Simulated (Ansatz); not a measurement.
**Thickness series of a surface: diamond Si (111)**

All-electron LAPW in Ansatz 0.2.0 under PBE, scalar-relativistic, energies extrapolated to zero smearing, no spin–orbit coupling, no spin polarisation. The 1×1 slabs (area 12.96 Å²) are cut from the bulk relaxed on PAW files, and their atoms are relaxed; γ counts from the bulk energy, Δd12 is the change of the outer spacing. No reconstruction is allowed, and meshes differ a little between slabs.

```csv
planes,γ (J/m²),Φ (eV),Δd12 (%)
4,1.258,4.88,?
6,1.477,4.81,?
8,1.571,4.70,-16.8
```

**Question.** Fill in "Δd12 (%)" for the row "6".

**Answer.** -13.6.

**Question.** Fill in "Δd12 (%)" for the row "4".

**Answer.** -16.3.

**Question.** How far have the values settled with thickness?

**Answer.** Between 6 and 8 planes γ moves by +6.4 % and Φ by -0.11 eV. Thin films carry quantum-size oscillations, so two neighbours that agree don't prove convergence.
